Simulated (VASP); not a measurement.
# InP (F-43m) in VASP: a series of runs, part 2 of 2

VASP 6.6.1. The steps go on from the part before.

## Step 4: Band structure, PBE0

Input file POSCAR:

```
InP                                     
1.0
    0.0000000000      2.9394456025      2.9394456025
    2.9394456025      0.0000000000      2.9394456025
    2.9394456025      2.9394456025      0.0000000000
  In              P             
     1     1
Direct
     0.0000000000000000    0.0000000000000000    0.0000000000000000
     0.2500000000000000    0.2500000000000000    0.2500000000000000
```

Input file INCAR.step1:

```
SYSTEM = InP
ALGO = Normal
EDIFF = 1E-5
ENCUT = 520
GGA = PE
ISIF = 2
ISMEAR = 0
KPAR = 2
LASPH = .TRUE.
LCHARG = .FALSE.
LREAL = .FALSE.
LWAVE = .TRUE.
NBANDS = 16
NELM = 80
PREC = Accurate
SIGMA = 0.03
```

Input file INCAR.step2:

```
SYSTEM = InP
AEXX = 0.25
ALGO = Normal
EDIFF = 1E-6
ENCUT = 520
GGA = PE
HFRCUT = -1
ISIF = 2
ISMEAR = 0
ISTART = 1
KPAR = 2
LASPH = .TRUE.
LCHARG = .FALSE.
LHFCALC = .TRUE.
LREAL = .FALSE.
LWAVE = .FALSE.
NBANDS = 16
NELM = 80
PREC = Accurate
PRECFOCK = Fast
SIGMA = 0.03
```

Input file KPOINTS:

```
k-points
0
G
  6 6 6
  0 0 0
```

Input file KPOINTS_OPT:

```
explicit points
9
Reciprocal
 0.0000000000  0.0000000000  0.0000000000 1
 0.3750000000  0.3750000000  0.7500000000 1
 0.5000000000  0.5000000000  0.5000000000 1
 0.6250000000  0.2500000000  0.6250000000 1
 0.5000000000  0.2500000000  0.7500000000 1
 0.5000000000  0.0000000000  0.5000000000 1
 0.4000000000  0.0000000000  0.4000000000 1
 0.4250000000  0.0000000000  0.4250000000 1
 0.4500000000  0.0000000000  0.4500000000 1
```

Potentials or basis: VASP PAW PBE potentials, release 64 (In_d, P).

Command:

```bash
> cat potpaw_PBE.64/In_d/POTCAR potpaw_PBE.64/P/POTCAR > POTCAR
> cp INCAR.step1 INCAR
> mpirun -np 2 vasp_std > vasp.out
> cp INCAR.step2 INCAR
> mpirun -np 2 vasp_std > vasp.out
```

OUTCAR:

```text
SYSTEM = InP
   AEXX = 0.25
   EDIFF = 1E-6
   ENCUT = 520
   GGA = PE
   ISIF = 2
   ISMEAR = 0
   ISTART = 1
   LASPH = .TRUE.
   LHFCALC = .TRUE.
   LREAL = .FALSE.
   NELM = 80
   PREC = Accurate
   PRECFOCK = Fast

 ion  position               nearest neighbor table
   1  0.000  0.000  0.000-   2 2.55   2 2.55   2 2.55   2 2.55
   2  0.250  0.250  0.250-   1 2.55   1 2.55   1 2.55   1 2.55

  LATTYP: Found a face centered cubic cell.
 ALAT       =     5.8788912050

  Lattice vectors:

 A1 = (   0.0000000000,   2.9394456025,   2.9394456025)
 A2 = (   2.9394456025,   0.0000000000,   2.9394456025)
 A3 = (   2.9394456025,   2.9394456025,   0.0000000000)

Analysis of symmetry for initial positions (statically):
=====================================================================
 Subroutine PRICEL returns:
 Original cell was already a primitive cell.

 Routine SETGRP: Setting up the symmetry group for a
 face centered cubic supercell.

 Subroutine GETGRP returns: Found 24 space group operations
 (whereof 24 operations were pure point group operations)
 out of a pool of 48 trial point group operations.

The static configuration has the point symmetry T_d .
[... 160 lines left out ...]

 E-fermi :   4.5431     XC(G=0):  -7.3177

 val. band max:        4.3339355704   @ k =   0.0000   0.0000   0.0000
 cond. band min:       6.3954490910   @ k =   0.0000   0.0000   0.0000
 fundamental gap:      2.0615135207
 Fermi energy:         4.5430558661

 k-point     1 :       0.0000    0.0000    0.0000
  band No.  band energies     occupation
      1     -11.6181      2.00000
      2     -11.6181      2.00000
      3     -11.6181      2.00000
      4     -11.4603      2.00000
      5     -11.4603      2.00000
      6      -8.4466      2.00000
[... 281 lines left out ...]
      3     -11.5222      2.00000
      4     -11.4890      2.00000
      5     -11.4407      2.00000
      6      -5.8335      2.00000
[... 8 lines left out ...]
     15      17.5621      0.00000
     16      18.2448      0.00000

------------------------ aborting loop because EDIFF is reached ----------------------------------------

  FORCE on cell =-STRESS in cart. coord.  units (eV):
  Direction    XX          YY          ZZ          XY          YZ          ZX
  --------------------------------------------------------------------------------------
  -------------------------------------------------------------------------------------
  Total        0.1325131      0.1325131      0.1325131      0.0000000      0.0000000      0.0000000
  in kB        4.1796816      4.1796816      4.1796816      0.0000000      0.0000000      0.0000000
  external PRESSURE =       4.1796816 kB  Pullay stress =       0.0000000 kB

 VOLUME and BASIS-vectors are now :
 -----------------------------------------------------------------------------
  energy-cutoff  :      520.00
  volume of cell :       50.80
      direct lattice vectors                 reciprocal lattice vectors
     0.000000000  2.939445603  2.939445603    -0.170100103  0.170100103  0.170100103
     2.939445603  0.000000000  2.939445603     0.170100103 -0.170100103  0.170100103
     2.939445603  2.939445603  0.000000000     0.170100103  0.170100103 -0.170100103

 POSITION                                       TOTAL-FORCE (eV/Angst)
 -----------------------------------------------------------------------------------
      0.00000      0.00000      0.00000         0.000000      0.000000      0.000000
      1.46972      1.46972      1.46972        -0.000000     -0.000000     -0.000000
 -----------------------------------------------------------------------------------
    total drift:                                0.000056      0.000047      0.000033

  FREE ENERGIE OF THE ION-ELECTRON SYSTEM (eV)
  ---------------------------------------------------
  free  energy   TOTEN  =       -10.8791543098 eV

  energy  without entropy=      -10.8791543098  energy(sigma->0) =      -10.87915431
```

OUTCAR.step1:

```text
SYSTEM = InP
   EDIFF = 1E-5
   ENCUT = 520
   GGA = PE
   ISIF = 2
   ISMEAR = 0
[... 516 lines left out ...]
      0.00000      0.00000      0.00000         0.000000     -0.000000     -0.000000
      1.46972      1.46972      1.46972        -0.000000      0.000000      0.000000
 -----------------------------------------------------------------------------------
    total drift:                               -0.000000     -0.000000     -0.000000

  FREE ENERGIE OF THE ION-ELECTRON SYSTEM (eV)
  ---------------------------------------------------
  free  energy   TOTEN  =        -8.3787194781 eV

  energy  without entropy=       -8.3787194781  energy(sigma->0) =       -8.37871948
```

Run time: 9.5 min. Hardware: 2 MPI ranks of Intel Xeon 6975P-C (Granite Rapids), shared host; peak memory 0.21 GiB.

What came out:

```yaml
Free_energy: -10.8792 eV
Pressure: 0.4 GPa
Band_gap_on_the_k_mesh: 2.06 eV, direct
Band_gap_along_the_path: 2.06 eV, direct
```

Levels at points of the mesh, in eV from the valence-band top:
```
           k point  band 7  band 8  band 9  band 10  band 11  band 12
(0.00, 0.00, 0.00)    0.00    0.00    0.00     2.06     5.60     5.60
(0.50, 0.00, 0.00)   -6.30   -1.07   -1.07     2.88     6.34     6.34
(0.50, 0.50, 0.00)   -6.29   -2.56   -2.56     3.03     3.66    11.07
```

Caveat: the PAW data sets were made with another functional, which shifts forces and pressure a little; spin-orbit coupling is left out, which moves the levels of the heavy elements.

## Step 5: Summary

```tsv
level	screening parameter	exchange at q = 0	gap on the mesh (eV)	pressure (GPa)
PBEsol	-	-	0.56	0.0
HSE06	0.2 1/A	-	1.46	0.6
PBE0	-	truncated	2.06	0.4
```

Alike in all rows: task band structure; potentials or basis VASP PAW PBE potentials, release 64 (In_d, P); no spin polarisation; cell as given; k mesh 6 × 6 × 6; cutoff (eV) 520; smearing gaussian 0.03 eV.

On the cell as given the gap runs from 0.56 eV (PBEsol) to 2.06 eV (PBE0). The pressure there spans 0.0 GPa (PBEsol) to 0.6 GPa (HSE06); a positive pressure means that this level wants a larger cell, a negative one a smaller.

Caveats: the PAW data sets were made with another functional, which shifts forces and pressure a little; spin-orbit coupling is left out, which moves the levels of the heavy elements.

Absolute energies hang on the potentials; compare differences alone.

## Step 6: Against experiment

Step 2. Measured gap of InP: 1.4236 eV (direct; 1.6 K; a printed reference work, data compilation). This calculation gives 0.56 eV (-0.86 eV). Spin-orbit coupling on In is left out. The value is that of PBEsol, without temperature or zero-point motion. Semilocal functionals fall short of measured gaps as a rule.

Step 3. Measured gap of InP: 1.4236 eV (direct; 1.6 K; a printed reference work, data compilation). This calculation gives 1.46 eV (+0.04 eV). Spin-orbit coupling on In is left out. The value is that of HSE06, without temperature or zero-point motion.

Step 4. Against the measured gap of InP, 1.4236 eV (direct; 1.6 K; a printed reference work, data compilation), the calculated 2.06 eV is off by +0.64 eV. Spin-orbit coupling on In is left out. The value is that of PBE0, without temperature or zero-point motion.
